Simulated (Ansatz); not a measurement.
**In2GaAs3: the cell at several levels of theory**

Cell and atoms of In2GaAs3 as one 6-atom ordering (I-4m2) on the zincblende lattice are relaxed in turn with PBE and r2SCAN. This is a trial cell built on a prototype, not taken from a measured structure, and it needn't be the compound's ground state.

Program: Ansatz 0.2.0. PAW datasets, plane waves, zero pressure. Spin-unpolarised throughout. Whether this structure exists isn't addressed.

## 1. The system as given

This is the cell as the run starts from it, not yet at rest; its lengths are not the crystal's.

Space group I-4m2 (No. 119), tetragonal; conventional cell a = 4.096 Å, c = 17.378 Å, 24.29 Å³ an atom. Ga has 4 As at 2.51 Å; As has 2 Ga at 2.51 Å and 2 In at 2.51 Å; In has 4 As at 2.51 Å; As has 4 In at 2.51 Å.

The structure in full:

Space group I-4m2 (No. 119). a = 4.096 Å, b = 4.096 Å, c = 17.378 Å, α = 90.00°, β = 90.00°, γ = 90.00°
```
atom  site  symmetry       x       y       z
  Ga    2a      -4m2  0.0000  0.0000  0.0000
  As    4f      2mm.  0.5000  0.0000  0.4167
  In    4e      2mm.  0.0000  0.0000  0.3333
  As    2c      -4m2  0.0000  0.5000  0.2500
```

## 2. Relaxation with PBE

Input file input.yaml:

```yaml
crystal:
  lattice:
    - [-2.0479639408, 2.0479639408, 8.6887751411]
    - [2.0479639408, -2.0479639408, 8.6887751411]
    - [2.0479639408, 2.0479639408, -8.6887751411]
  atoms:
    - { symbol: Ga, position: [0.0, 0.0, 0.0] }
    - { symbol: As, position: [0.4166666667, 0.9166666667, 0.5] }
    - { symbol: In, position: [0.3333333333, 0.3333333333, 0.0] }
    - { symbol: As, position: [0.75, 0.25, 0.5] }
    - { symbol: In, position: [0.6666666667, 0.6666666667, 0.0] }
    - { symbol: As, position: [0.0833333333, 0.5833333333, 0.5] }
kpoints:
  mp_grid: { grid: [8, 8, 8] }
hamiltonian:
  xc: pbe
scf:
  occupations: { method: fermi_dirac, width: 0.02 }
relax:
  f_tol: 0.005
  cell: {}
```

Run with:

```sh
ansatz run input.yaml --threads 4 --pin off --max-ram 6451MiB --backend cpu --events-out ev --progress --plain --runs-dir out
```

The runs that follow: Relaxing with r2SCAN.

What does the calculation give? Wanted: for each run, a; c; volume; space group; SCF geometries.

The runs gave:

| level | a (Å) | c (Å) | volume (Å³/atom) | space group | SCF geometries |
| --- | --- | --- | --- | --- | --- |
| PBE | 4.266 | 18.192 | 27.592 | I-4m2 | 5 |
| r2SCAN | 4.207 | 17.975 | 26.512 | I-4m2 | 6 |

The first relaxation changed the volume by +13.6 % from the start. The volume runs from r2SCAN (least) to PBE (most), a spread of 4.1 %, or 1.3 % in length if all axes shared it alike.
